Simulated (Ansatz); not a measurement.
Fe:

```
Fe
1.0
    -1.44300    1.44300    1.44300
     1.44300   -1.44300    1.44300
     1.44300    1.44300   -1.44300
Fe
1
Direct
  0.00000 0.00000 0.00000
```

- Program: Ansatz 0.2.0
- Task: single point
- Functional: PBE
- Potentials or basis: Ansatz PAW
- Cutoff: 420 eV (not typed: the program's choice for these potentials)
- k mesh: 13 × 13 × 13
- Occupations: fermi-dirac, width 0.05 eV
- Spin: collinear spin, ferromagnetic start
- Starting moments: [3.0] μB

On this cell: pressure -9.5 GPa; net moment 2.25 μB per cell; site moments Fe +2.31 μB; band gap on the k mesh none (metal or under the smearing width).

The same run follows on a disturbed copy (cell strained at random at fixed volume):

```
Fe
1.0
    -1.48153    1.43424    1.45901
     1.46753   -1.43096    1.44173
     1.45354    1.40297   -1.45574
Fe
1
Direct
  0.98721 0.99305 0.98531
```

Q: What changes?

A: The energy (extrapolated to zero smearing) moves by +3.0 meV/atom; pressure -9.3 GPa; net moment 2.25 μB per cell; site moments Fe +2.31 μB; band gap on the k mesh none (metal or under the smearing width).

Stress tensor (GPa, compression positive):
```
-10.43   1.40   0.62
  1.40  -7.75  -0.05
  0.62  -0.05  -9.81
```
